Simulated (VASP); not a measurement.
Wanted: the native input for a VASP 6.6.1 run.

* Task: relaxation of cell and atoms
* Functional: PBEsol
* Potentials or basis: VASP PAW PBE potentials, release 64 (B)
* Cutoff: 600 eV
* k mesh: 9 × 9 × 8
* Occupations: gaussian, width 0.03 eV
* Spin: no spin polarisation
* Further INCAR settings: ALGO = Normal; EDIFF = 1e-06; IBRION = 2; EDIFFG = -0.01; NSW = 90; ISIF = 3

The structure of B lies in POSCAR:

```
B
1.0
    2.4589500000      1.4196754444      4.1935000000
   -2.4589500000      1.4196754444      4.1935000000
    0.0000000000     -2.8393508888      4.1935000000
B
12
Direct
    0.0101900000      0.6536100000      0.0101900000
    0.0101900000      0.0101900000      0.6536100000
    0.6536100000      0.0101900000      0.0101900000
    0.9898100000      0.3463900000      0.9898100000
    0.3463900000      0.9898100000      0.9898100000
    0.9898100000      0.9898100000      0.3463900000
    0.2211800000      0.6306000000      0.2211800000
    0.2211800000      0.2211800000      0.6306000000
    0.6306000000      0.2211800000      0.2211800000
    0.7788200000      0.3694000000      0.7788200000
    0.3694000000      0.7788200000      0.7788200000
    0.7788200000      0.7788200000      0.3694000000
```

These files were run (other wordings do the same):

INCAR

```
SYSTEM = B
PREC     = Accurate       ! precision mode
ENCUT    = 600            ! plane-wave cutoff, eV
EDIFF    = 1E-6           ! SCF threshold, eV
ISMEAR   = 0              ! smearing method
SIGMA    = 0.03           ! smearing width, eV
LREAL    = .False.        ! projectors in reciprocal space
LASPH    = .True.         ! aspherical terms in the spheres
NELM     = 80             ! most SCF steps
ALGO     = Normal         ! electronic algorithm
ISIF     = 3              ! what is computed and relaxed
LWAVE    = .False.        ! write WAVECAR
LCHARG   = .False.        ! write CHGCAR
GGA      = PS             ! functional
IBRION   = 2              ! ionic algorithm
NSW      = 90             ! ionic steps
EDIFFG   = -0.01          ! ionic threshold
KPAR     = 4
```

KPOINTS

```
Automatic mesh
0
Gamma
  9 9 8
  0 0 0
```

Potentials or basis: VASP PAW PBE potentials, release 64 (B).

Launch:

```sh
$ cat potpaw_PBE.64/B/POTCAR > POTCAR
$ mpirun -np 4 vasp_std > vasp.out
```

Results of the run:

The relaxed volume is 7.16 Å³/atom, the relaxed cell is a = 5.030 Å, b = 5.030 Å, c = 5.030 Å, α = 58.01°, β = 58.01°, γ = 58.01° and the space group after relaxing (to 0.05 Å) is R-3m (No. 166). The energy gained by relaxing is 2.6 meV/atom, the ionic steps are 8 and the pressure after relaxing is 0.0 GPa. The band gap on the k mesh is 1.46 eV, indirect (least direct gap 1.67 eV).

Caveat: the PAW data sets were made with another functional, which shifts forces and pressure a little; an odd mesh through Γ misses points on the zone boundary, where band edges often lie.

It took 13 min on 4 MPI ranks on AMD EPYC 7R43 64-Core Processor (Zen 3), on a shared host, peak memory 0.44 GiB a rank.
